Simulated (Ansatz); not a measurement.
# Aluminium, hcp under LDA: ground state and equation of state

Aim: take aluminium in the hcp structure, relax it, solve it on a dense k-mesh, switch on spin-orbit coupling, then scale the cell to 7 volumes from 88 to 112 % of the relaxed one and try a fit of the equation of state. The k-meshes are 13×13×7 for the relaxation; 21×21×11 for the dense run; 13×13×7 for spin-orbit coupling; 14×14×8 for the volumes.

This is Al in the hcp structure; at room conditions it is fcc.

Program: Ansatz 0.2.0. Level of theory: DFT LDA (PW92), plane waves (420 eV) with PAW, scalar-relativistic; the PAW data stem from PBE, with regenerated cores. These are calculated values, not measurements.

## (1) The starting structure

Symmetry: P6_3/mmc, No. 194, hexagonal system. The conventional cell has a = 2.863 Å, b = 2.863 Å, c = 4.676 Å, α = 90.00°, β = 90.00°, γ = 120.00°. Al (site symmetry -6m2) is surrounded by 12 Al at 2.86 Å.

Structure file:

```xyz
2
Lattice="2.8635 0.0000 0.0000 -1.4317 2.4798 0.0000 0.0000 0.0000 4.6761" Properties=species:S:1:pos:R:3 pbc="T T T"
Al    0.0000    1.6532    1.1690
Al    1.4317    0.8266    3.5070
```

## (2) Relaxation of the cell

The input, input.yaml:

```yaml
crystal:
  lattice:
    - [2.863481482, 0.0, 0.0]
    - [-1.431740741, 2.4798477067, 0.0]
    - [0.0, 0.0, 4.6760652602]
  atoms:
    - { symbol: Al, position: [0.3333333333, 0.6666666667, 0.25] }
    - { symbol: Al, position: [0.6666666667, 0.3333333333, 0.75] }
hamiltonian:
  xc: lda
  pseudopotentials:
    kind: paw
    azcp:
      Al: "pseudopotentials/Al.paw.azcp"
basis:
  ecutwfc: 420
  fft_grid_basis: typed
kpoints:
  mp_grid: { grid: [13, 13, 7], shift: [0, 0, 0] }
magnetization:
  spin_polarized: false
scf:
  occupations: { method: fermi_dirac, width: 0.1 }
relax:
  max_steps: 60
  f_tol: 0.01
  cell: {}
```

Standard output (excerpt; [...] marks lines left out):

```text
Warning: <dir> the record states the generating functional pbe (its physics header spells it `PBE`), which answers neither for hamiltonian.xc's functional nor for the lda family's — results may be inconsistent (PPs are generated against a specific XC)
Warning: RAYON_NUM_THREADS=2 ignored (pool sized by the plan → 2); use --threads N
[...]
Pseudopotentials: kind: paw
Pseudopotential: Al, paw, valence charge 3, recommended cutoff 420 eV (normal), <dir>
Functional definition: SPW92
[...]
Crystal: 2 atoms, lattice volume = 33.205 Å³
Basis set: ecut = 420 eV, 663 PW (Γ)
Bands: 7, of which v1, the nominal top of the filled ones, is band 3 counted from 1 (2 counted from 0)
Symmetry: 24 space group operations
Space group: P63/mmc (ITA 194), of the structure as read, at distance tolerance 3.2e-5 Å
k-points: 84 of 1183
[...]
SCF iter   1: F=—  HF=-1025.692578 eV  |F-HF|=—  |Δ(HF+E_count)|=         —  Δρ=3.84e-3  dr2=5.31e-3  ethr=1.77e-3  ⟨swp⟩=5.5  Hψ=4922  notcnv=0
[...]
relax step   1: F+E_penalty+E_count = -1025.69049372 eV  Δ(F+E_penalty+E_count) = +0.000e0 eV  max|allowed force component| = 1.156e-17 eV/Å  Δτ_max = 0.0000 Å  P = -3.073 GPa  Ω = 33.205 Å³  (6 SCF iters, dr2 threshold 1.00e-7 eV, accepted)
[...]
relax step   5: F+E_penalty+E_count = -1025.70473511 eV  Δ(F+E_penalty+E_count) = -1.343e-4 eV  max|allowed force component| = 2.718e-17 eV/Å  Δτ_max = 0.0000 Å  P = +0.006 GPa  Ω = 31.855 Å³  energy of the carried Pulay correction = +5.705e-4 eV  (4 SCF iters, dr2 threshold 6.19e-8 eV, accepted)
[...]
relax step   6: F+E_penalty+E_count = -1025.70429296 eV  Δ(F+E_penalty+E_count) = +4.421e-4 eV  max|allowed force component| = 2.602e-17 eV/Å  Δτ_max = 0.0000 Å  P = -0.022 GPa  Ω = 31.855 Å³  stress off target by 4.95e-2 GPa  SCF on the basis re-selected at this cell (its energy is not [...]
SCF converged after 3 iterations
Free energy (F): -1025.704293 eV
[...]
E sigma→0 (E₀):  -1025.692465 eV
Entropy (-TS):   -0.023656 eV (-11.828 meV/atom)
Fermi energy:    8.108346 eV
[...]
--- Forces (eV/Å), atoms counted from 1 ---
  atom   1  Al    -0.00000000    -0.00000000     0.00000000
  atom   2  Al     0.00000000     0.00000000     0.00000000
[...]
--- Stress (GPa, compression-positive) ---
       -0.008762       0.000000       0.000000
       -0.000000      -0.008762       0.000000
        0.000000       0.000000      -0.049522
  P = ⅓ Tr σ = -0.0223 GPa (-0.223 kbar)
--- Relaxed structure (5 steps of the walk, 5 accepted, 1 SCFs on fresh bases) ---
  F+E_penalty+E_count = -1025.70429296 eV   max|allowed force component| = 2.602e-17 eV/Å   (the final SCF, on the basis selected at the relaxed cell)
  cell:  # Å, volume = 31.8546 Å³
    - [2.835983012438709, 0.0, 0.0]
    - [-1.4179915062193544, 2.4560333334730418, 0.0]
    - [0.0, 0.0, 4.5733534748581475]
  atoms:
    - { symbol: Al, position: [0.33333333333333337, 0.6666666666666667, 0.24999999999999997] }
    - { symbol: Al, position: [0.6666666666666665, 0.33333333333333337, 0.75] }
```

It took 2.4 s on 2 threads of Arm Neoverse V2, shared host; peak memory 0.28 GiB.

The walk, from the log:

| step | energy change (meV/atom) | largest force (eV/Å) | pressure (GPa) | volume (Å³/atom) |
| --- | --- | --- | --- | --- |
| 1 | 0.00 | 0.0000 | -3.07 | 16.602 |
| 2 | -6.82 | 0.0000 | 0.64 | 15.807 |
| 3 | -7.03 | 0.0000 | -0.04 | 15.937 |
| 4 | -7.05 | 0.0000 | -0.02 | 15.933 |
| 5 | -7.12 | 0.0000 | 0.01 | 15.927 |
| 6 | -6.90 | 0.0000 | -0.02 | 15.927 |

Steps that repeat a cell are solved on a basis chosen anew, so their changes of energy are no gain of the relaxation.

The cell of the run, before and after:

|  | before | after | change |
| --- | --- | --- | --- |
| a (Å) | 2.863 | 2.836 | -1.0 % |
| b (Å) | 2.863 | 2.836 | -1.0 % |
| c (Å) | 4.676 | 4.573 | -2.2 % |
| volume (Å³/atom) | 16.602 | 15.927 | -4.1 % |
| shortest distance (Å) | 2.863 | 2.812 | -1.8 % |
| space group (spins left aside) | P6_3/mmc | P6_3/mmc | same |

## (3) Dense single point

The input, input.yaml:

```yaml
crystal:
  lattice:
    - [2.8359830124, 0.0, 0.0]
    - [-1.4179915062, 2.4560333335, 0.0]
    - [0.0, 0.0, 4.5733534749]
  atoms:
    - { symbol: Al, position: [0.3333333333, 0.6666666667, 0.25] }
    - { symbol: Al, position: [0.6666666667, 0.3333333333, 0.75] }
hamiltonian:
  xc: lda
  pseudopotentials:
    kind: paw
    azcp:
      Al: "pseudopotentials/Al.paw.azcp"
basis:
  ecutwfc: 420
  fft_grid_basis: typed
kpoints:
  mp_grid: { grid: [21, 21, 11], shift: [0, 0, 0] }
magnetization:
  spin_polarized: false
scf:
  occupations: { method: fermi_dirac, width: 0.1 }
```

Standard output (excerpt; [...] marks lines left out):

```text
Warning: <dir> the record states the generating functional pbe (its physics header spells it `PBE`), which answers neither for hamiltonian.xc's functional nor for the lda family's — results may be inconsistent (PPs are generated against a specific XC)
Warning: RAYON_NUM_THREADS=2 ignored (pool sized by the plan → 2); use --threads N
[...]
Pseudopotentials: kind: paw
Pseudopotential: Al, paw, valence charge 3, recommended cutoff 420 eV (normal), <dir>
Functional definition: SPW92
[...]
Crystal: 2 atoms, lattice volume = 31.855 Å³
Basis set: ecut = 420 eV, 615 PW (Γ)
Bands: 7, of which v1, the nominal top of the filled ones, is band 3 counted from 1 (2 counted from 0)
Symmetry: 24 space group operations
Space group: P63/mmc (ITA 194), of the structure as read, at distance tolerance 3.2e-5 Å
k-points: 288 of 4851
[...]
SCF iter   1: F=—  HF=-1025.700094 eV  |F-HF|=—  |Δ(HF+E_count)|=         —  Δρ=4.20e-3  dr2=6.17e-3  ethr=1.77e-3  ⟨swp⟩=5.3  Hψ=16620  notcnv=0
[...]
SCF iter   6: F=-1025.697618 eV  HF=-1025.697618 eV  |F-HF|=2.27e-13  |Δ(HF+E_count)|=  1.30e-11  Δρ=4.80e-8  dr2=2.93e-13  ethr=1.00e-12  ⟨swp⟩=1.0  Hψ=4922  notcnv=0
[...]
SCF converged after 6 iterations
Free energy (F): -1025.697618 eV
[...]
E sigma→0 (E₀):  -1025.683632 eV
Entropy (-TS):   -0.027972 eV (-13.986 meV/atom)
Fermi energy:    8.108407 eV
[...]
```

Run time: 1.4 s. Hardware: 2 threads of Arm Neoverse V2, shared host; peak memory 0.32 GiB.

## (4) A two-component run at the same geometry

input.yaml, as its differences from that of step 3:

```diff
@@ -11,3 +11,3 @@
   pseudopotentials:
-    kind: paw
+    kind: paw_fr
     azcp:
@@ -18,6 +18,12 @@
 kpoints:
-  mp_grid: { grid: [21, 21, 11], shift: [0, 0, 0] }
+  mp_grid: { grid: [13, 13, 7], shift: [0, 0, 0] }
 magnetization:
-  spin_polarized: false
+  noncollinear: true
+  spin_orbit: true
 scf:
   occupations: { method: fermi_dirac, width: 0.1 }
+output:
+  write_density: true
+  write_potential: true
+  elf: true
+  volumetric_format: npy
```

Standard output (excerpt; [...] marks lines left out):

```text
Warning: <dir> the record states the generating functional pbe (its physics header spells it `PBE`), which answers neither for hamiltonian.xc's functional nor for the lda family's — results may be inconsistent (PPs are generated against a specific XC)
Warning: RAYON_NUM_THREADS=2 ignored (pool sized by the plan → 2); use --threads N
[...]
Pseudopotentials: kind: paw_fr
Pseudopotential: Al, paw_fr, valence charge 3, recommended cutoff 420 eV (normal), <dir>
Functional definition: SPW92
[...]
non-collinear run that drives no moment, with spin-orbit: no starting moment large enough to seed its density (crystal.atoms[].spin), no starting occupations that ask for one, no magnetisation constraint and no magnetic field, so the semilocal B_xc is pinned to zero
Crystal: 2 atoms, lattice volume = 31.855 Å³
Basis set: ecut = 420 eV, 615 PW (Γ)
Bands: 14, of which v1, the nominal top of the filled ones, is band 6 counted from 1 (5 counted from 0)
Symmetry: 24 space group operations + 24 with time reversal
[...]
SCF iter   1: F=—  HF=-1025.812395 eV  |F-HF|=—  |Δ(HF+E_count)|=         —  Δρ=2.08e-2  dr2=1.49e-1  dr2_m=0.00e0 (ungated)  ethr=3.10e-3  |M|=0.00e0 ∫|m|=0.00e0 μB  |m|>n=0.0e0 m-floor=0.0e0 τ_xc=0.0e0  β_m=0.30  ⟨swp⟩=7.0  Hψ=5795  notcnv=0  defer=12
[...]
SCF iter   6: F=-1025.706559 eV  HF=-1025.706559 eV  |F-HF|=2.36e-11  |Δ(HF+E_count)|=   1.99e-9  Δρ=4.88e-7  dr2=7.76e-11  dr2_m=0.00e0 (ungated)  ethr=5.39e-11  |M|=0.00e0 ∫|m|=0.00e0 μB  |m|>n=0.0e0 m-floor=0.0e0 τ_xc=0.0e0  ⟨swp⟩=1.0  Hψ=1606  notcnv=0
[...]
SCF converged after 6 iterations
Magnetization: |M| = 0.0000 μB,  M = (+0.0000, +0.0000, +0.0000) μB
Absolute magnetization: 0.0000 μB (∫|m|)
  site 0: m = (+0.0000, +0.0000, +0.0000) μB, |m| = 0.0000 μB  (R = 1.16 Å)
  site 1: m = (+0.0000, +0.0000, +0.0000) μB, |m| = 0.0000 μB  (R = 1.16 Å)
Free energy (F): -1025.706559 eV
[...]
E sigma→0 (E₀):  -1025.694731 eV
Entropy (-TS):   -0.023657 eV (-11.828 meV/atom)
Fermi energy:    8.108335 eV
[...]
--- Band table (eV; the first three rows and the last of 84) ---
  k-point 0: bands = ["-3.2377", "-3.2377", "3.4968", "3.4968", "3.8138", "3.8138", "18.6053", "18.6053", "18.6343", "18.6343", "19.0065", "19.0065", "19.0147", "19.0147"]
[...]
```

Run time: 3.5 s. Hardware: 2 threads of Arm Neoverse V2, shared host; peak memory 0.33 GiB.

Side by side:

|  | scalar-relativistic | with spin-orbit coupling |
| --- | --- | --- |
| k-mesh | 21×21×11 | 13×13×7 |
| gap on the mesh | none (levels filled in part) | none (levels filled in part) |

The meshes differ, so small differences between the columns need not come from spin-orbit coupling.

Density in a lattice plane of the grid's cell (edges 2.84 and 4.57 Å, at 0.333 of the third edge), which holds Al.

Values in e/Å³, 12 rows by 8 columns:
```
0.20 0.18 0.18 0.21 0.21 0.20 0.20 0.22
0.22 0.20 0.20 0.21 0.14 0.09 0.10 0.17
0.22 0.21 0.21 0.20 0.11 0.07 0.07 0.14
0.22 0.20 0.20 0.21 0.14 0.09 0.10 0.17
0.20 0.18 0.18 0.21 0.21 0.19 0.20 0.22
0.19 0.18 0.18 0.19 0.21 0.22 0.21 0.20
0.20 0.20 0.20 0.20 0.20 0.19 0.19 0.20
0.22 0.21 0.21 0.22 0.20 0.19 0.20 0.21
0.22 0.20 0.21 0.22 0.21 0.20 0.20 0.22
0.22 0.21 0.21 0.22 0.20 0.19 0.20 0.21
0.20 0.20 0.20 0.20 0.20 0.19 0.19 0.20
0.19 0.18 0.18 0.19 0.21 0.22 0.22 0.20
```
Columns run along the first of these edges and rows up along the second, over one cell in 8 and 12 even steps from the bottom left corner. Atoms in the plane (fractional): Al at (0.67, 0.75).

ELF in the same plane.

Ten even steps from ' ' (0.02) to '@' (0.62):
```
%%######%%%%@@@@@@@@@@@@@@@@
@@%%##%%%%@@%%##++====**%%@@
@@@@%%%%@@@@**--..    ..==%%
@@@@@@@@@@%%==..  ....  ..**
@@@@@@@@@@%%==  ..--::  ..++
@@@@@@@@@@%%==..  ::..  ..**
@@@@%%%%@@@@**--      ..==%%
@@%%##%%%%@@%%##++====**%%@@
%%######%%%%@@@@@@%%@@@@@@@@
%%########%%@@@@@@@@@@@@@@%%
%%%%%%%%%%%%%%%%@@@@@@@@%%%%
@@%%%%%%%%@@@@%%%%%%%%%%%%@@
@@%%%%%%@@@@@@@@%%%%%%%%@@@@
@@%%####%%@@@@@@%%%%%%@@@@@@
@@%%####%%@@@@@@%%%%%%@@@@@@
@@%%####%%@@@@@@%%%%%%@@@@@@
@@%%%%%%@@@@@@@@%%%%%%%%@@@@
@@%%%%%%%%@@@@%%%%%%%%%%%%@@
%%%%%%%%%%%%%%%%@@@@@@@@%%%%
%%########%%@@@@@@@@@@@@@@%%
```
Columns run along the first of these edges and rows up along the second, over one cell in 14 and 20 even steps from the bottom left corner. Atoms in the plane (fractional): Al at (0.67, 0.75).

Both are smooth fields of the valence electrons: close to the nuclei they are not physical.

Maxima of ELF outside the ion cores: 0.64 beside Al, off the lines to its neighbours, 1.0 Å from Al; 0.63 on the Al–Al line, 1.1 Å from Al.

## (5) Equation of state: 88 %

The input, input.yaml:

```yaml
crystal:
  lattice:
    - [2.717677064, 0.0, 0.0]
    - [-1.358838532, 2.3535773767, 0.0]
    - [0.0, 0.0, 4.3825713306]
  atoms:
    - { symbol: Al, position: [0.3333333333, 0.6666666667, 0.25] }
    - { symbol: Al, position: [0.6666666667, 0.3333333333, 0.75] }
hamiltonian:
  xc: lda
  pseudopotentials:
    kind: paw
    azcp:
      Al: "pseudopotentials/Al.paw.azcp"
basis:
  ecutwfc: 420
  fft_grid_basis: typed
kpoints:
  mp_grid: { grid: [14, 14, 8], shift: [0, 0, 0] }
magnetization:
  spin_polarized: false
scf:
  occupations: { method: fermi_dirac, width: 0.1 }
  lower_state_search: "off"
output:
  stress: true
```

Standard output (excerpt; [...] marks lines left out):

```text
Warning: <dir> the record states the generating functional pbe (its physics header spells it `PBE`), which answers neither for hamiltonian.xc's functional nor for the lda family's — results may be inconsistent (PPs are generated against a specific XC)
Warning: RAYON_NUM_THREADS=2 ignored (pool sized by the plan → 2); use --threads N
[...]
Pseudopotentials: kind: paw
Pseudopotential: Al, paw, valence charge 3, recommended cutoff 420 eV (normal), <dir>
Functional definition: SPW92
[...]
Crystal: 2 atoms, lattice volume = 28.032 Å³
Basis set: ecut = 420 eV, 549 PW (Γ)
Bands: 7, of which v1, the nominal top of the filled ones, is band 3 counted from 1 (2 counted from 0)
Symmetry: 24 space group operations
Space group: P63/mmc (ITA 194), of the structure as read, at distance tolerance 3.0e-5 Å
k-points: 120 of 1568
[...]
SCF iter   1: F=—  HF=-1025.551790 eV  |F-HF|=—  |Δ(HF+E_count)|=         —  Δρ=5.02e-3  dr2=7.48e-3  ethr=1.77e-3  ⟨swp⟩=5.3  Hψ=7078  notcnv=0
[...]
SCF iter   6: F=-1025.548694 eV  HF=-1025.548694 eV  |F-HF|=4.55e-13  |Δ(HF+E_count)|=  1.18e-11  Δρ=4.29e-8  dr2=2.20e-13  ethr=1.00e-12  ⟨swp⟩=1.0  Hψ=2142  notcnv=0
[...]
SCF converged after 6 iterations
Free energy (F): -1025.548694 eV
[...]
E sigma→0 (E₀):  -1025.536334 eV
Entropy (-TS):   -0.024719 eV (-12.360 meV/atom)
Fermi energy:    9.549777 eV
[...]
--- Stress (GPa, compression-positive) ---
       12.716420       0.000000       0.000000
        0.000000      12.716420       0.000000
        0.000000       0.000000      15.756781
  P = ⅓ Tr σ = 13.7299 GPa (137.299 kbar)
```

Run time: 0.62 s. Hardware: 2 threads of Arm Neoverse V2, shared host; peak memory 0.28 GiB.

## (6) Equation of state: 92 %

input.yaml, as its differences from that of step 5:

```diff
@@ -2,5 +2,5 @@
   lattice:
-    - [2.717677064, 0.0, 0.0]
-    - [-1.358838532, 2.3535773767, 0.0]
-    - [0.0, 0.0, 4.3825713306]
+    - [2.7582453892, 0.0, 0.0]
+    - [-1.3791226946, 2.388710577, 0.0]
+    - [0.0, 0.0, 4.447992488]
   atoms:
@@ -26 +26,5 @@
   stress: true
+  write_density: true
+  write_potential: true
+  elf: true
+  volumetric_format: npy
```

Standard output (excerpt; [...] marks lines left out):

```text
Warning: <dir> the record states the generating functional pbe (its physics header spells it `PBE`), which answers neither for hamiltonian.xc's functional nor for the lda family's — results may be inconsistent (PPs are generated against a specific XC)
Warning: RAYON_NUM_THREADS=2 ignored (pool sized by the plan → 2); use --threads N
[...]
Pseudopotentials: kind: paw
Pseudopotential: Al, paw, valence charge 3, recommended cutoff 420 eV (normal), <dir>
Functional definition: SPW92
[...]
Crystal: 2 atoms, lattice volume = 29.306 Å³
Basis set: ecut = 420 eV, 573 PW (Γ)
Bands: 7, of which v1, the nominal top of the filled ones, is band 3 counted from 1 (2 counted from 0)
Symmetry: 24 space group operations
Space group: P63/mmc (ITA 194), of the structure as read, at distance tolerance 3.1e-5 Å
k-points: 120 of 1568
[...]
SCF iter   1: F=—  HF=-1025.637726 eV  |F-HF|=—  |Δ(HF+E_count)|=         —  Δρ=4.75e-3  dr2=7.14e-3  ethr=1.77e-3  ⟨swp⟩=5.4  Hψ=7086  notcnv=0
[...]
SCF iter   6: F=-1025.634785 eV  HF=-1025.634785 eV  |F-HF|=2.27e-13  |Δ(HF+E_count)|=  8.87e-12  Δρ=4.41e-8  dr2=2.36e-13  ethr=1.00e-12  ⟨swp⟩=4.0  Hψ=3400  notcnv=0
the search or the solves at the SCF's close seem to have found levels that the self-consistency loop had missed (the run counts 1). By its estimate they hold under 1e-12 electrons; where the run keeps them, the occupations were computed again with them
[...]
SCF converged after 6 iterations
Free energy (F): -1025.634785 eV
[...]
E sigma→0 (E₀):  -1025.621865 eV
Entropy (-TS):   -0.025839 eV (-12.919 meV/atom)
Fermi energy:    9.035130 eV
[...]
--- Stress (GPa, compression-positive) ---
        7.257012      -0.000000       0.000000
        0.000000       7.257012       0.000000
        0.000000       0.000000       9.855656
  P = ⅓ Tr σ = 8.1232 GPa (81.232 kbar)
--- Band table (eV; the first three rows and the last of 120) ---
  k-point 0: bands = ["-2.9192", "4.0781", "4.6144", "20.2400", "20.2400", "20.3795", "20.3795"]
[...]
```

It took 0.85 s on 2 threads of Arm Neoverse V2, shared host; peak memory 0.28 GiB.

## (7) Equation of state: 96 %

input.yaml, as its differences from that of step 6:

```diff
@@ -2,5 +2,5 @@
   lattice:
-    - [2.7582453892, 0.0, 0.0]
-    - [-1.3791226946, 2.388710577, 0.0]
-    - [0.0, 0.0, 4.447992488]
+    - [2.7976542191, 0.0, 0.0]
+    - [-1.3988271096, 2.4228396248, 0.0]
+    - [0.0, 0.0, 4.511543824]
   atoms:
@@ -26,5 +26 @@
   stress: true
-  write_density: true
-  write_potential: true
-  elf: true
-  volumetric_format: npy
```

Standard output (excerpt; [...] marks lines left out):

```text
Warning: <dir> the record states the generating functional pbe (its physics header spells it `PBE`), which answers neither for hamiltonian.xc's functional nor for the lda family's — results may be inconsistent (PPs are generated against a specific XC)
Warning: RAYON_NUM_THREADS=2 ignored (pool sized by the plan → 2); use --threads N
[...]
Pseudopotentials: kind: paw
Pseudopotential: Al, paw, valence charge 3, recommended cutoff 420 eV (normal), <dir>
Functional definition: SPW92
[...]
Crystal: 2 atoms, lattice volume = 30.580 Å³
Basis set: ecut = 420 eV, 603 PW (Γ)
Bands: 7, of which v1, the nominal top of the filled ones, is band 3 counted from 1 (2 counted from 0)
Symmetry: 24 space group operations
Space group: P63/mmc (ITA 194), of the structure as read, at distance tolerance 3.1e-5 Å
k-points: 120 of 1568
[...]
SCF iter   1: F=—  HF=-1025.683589 eV  |F-HF|=—  |Δ(HF+E_count)|=         —  Δρ=4.49e-3  dr2=6.76e-3  ethr=1.77e-3  ⟨swp⟩=5.4  Hψ=7085  notcnv=0
[...]
SCF iter   6: F=-1025.680841 eV  HF=-1025.680841 eV  |F-HF|=0.00e0  |Δ(HF+E_count)|=  6.14e-12  Δρ=4.50e-8  dr2=2.56e-13  ethr=1.00e-12  ⟨swp⟩=1.0  Hψ=2052  notcnv=0
[...]
SCF converged after 6 iterations
Free energy (F): -1025.680841 eV
[...]
E sigma→0 (E₀):  -1025.667277 eV
Entropy (-TS):   -0.027128 eV (-13.564 meV/atom)
Fermi energy:    8.556496 eV
[...]
--- Stress (GPa, compression-positive) ---
        2.903151      -0.000000      -0.000000
       -0.000000       2.903151       0.000000
       -0.000000       0.000000       5.067343
  P = ⅓ Tr σ = 3.6245 GPa (36.245 kbar)
```

It took 0.7 s on 2 threads of Arm Neoverse V2, shared host; peak memory 0.28 GiB.

## (8) Equation of state: 100 %

input.yaml, as its differences from that of step 7:

```diff
@@ -2,5 +2,5 @@
   lattice:
-    - [2.7976542191, 0.0, 0.0]
-    - [-1.3988271096, 2.4228396248, 0.0]
-    - [0.0, 0.0, 4.511543824]
+    - [2.8359830124, 0.0, 0.0]
+    - [-1.4179915062, 2.4560333335, 0.0]
+    - [0.0, 0.0, 4.5733534749]
   atoms:
@@ -26 +26,5 @@
   stress: true
+  write_density: true
+  write_potential: true
+  elf: true
+  volumetric_format: npy
```

Standard output (excerpt; [...] marks lines left out):

```text
Warning: <dir> the record states the generating functional pbe (its physics header spells it `PBE`), which answers neither for hamiltonian.xc's functional nor for the lda family's — results may be inconsistent (PPs are generated against a specific XC)
Warning: RAYON_NUM_THREADS=2 ignored (pool sized by the plan → 2); use --threads N
[...]
Pseudopotentials: kind: paw
Pseudopotential: Al, paw, valence charge 3, recommended cutoff 420 eV (normal), <dir>
Functional definition: SPW92
[...]
Crystal: 2 atoms, lattice volume = 31.855 Å³
Basis set: ecut = 420 eV, 615 PW (Γ)
Bands: 7, of which v1, the nominal top of the filled ones, is band 3 counted from 1 (2 counted from 0)
Symmetry: 24 space group operations
Space group: P63/mmc (ITA 194), of the structure as read, at distance tolerance 3.2e-5 Å
k-points: 120 of 1568
[...]
SCF iter   1: F=—  HF=-1025.697329 eV  |F-HF|=—  |Δ(HF+E_count)|=         —  Δρ=4.24e-3  dr2=6.35e-3  ethr=1.77e-3  ⟨swp⟩=5.4  Hψ=7056  notcnv=0
[...]
SCF iter   6: F=-1025.694798 eV  HF=-1025.694798 eV  |F-HF|=0.00e0  |Δ(HF+E_count)|=  5.00e-12  Δρ=4.48e-8  dr2=2.55e-13  ethr=1.00e-12  ⟨swp⟩=4.0  Hψ=3331  notcnv=0
[...]
SCF converged after 6 iterations
Free energy (F): -1025.694798 eV
[...]
E sigma→0 (E₀):  -1025.680584 eV
Entropy (-TS):   -0.028428 eV (-14.214 meV/atom)
Fermi energy:    8.110674 eV
[...]
--- Stress (GPa, compression-positive) ---
       -0.583458       0.000000       0.000000
        0.000000      -0.583458       0.000000
        0.000000       0.000000       1.211393
  P = ⅓ Tr σ = 0.0148 GPa (0.148 kbar)
--- Band table (eV; the first three rows and the last of 120) ---
  k-point 0: bands = ["-3.2376", "3.4984", "3.8124", "18.6205", "18.6205", "19.0097", "19.0097"]
[...]
```

It took 0.94 s on 2 threads of Arm Neoverse V2, shared host; peak memory 0.29 GiB.

[end of part 1 of 2]
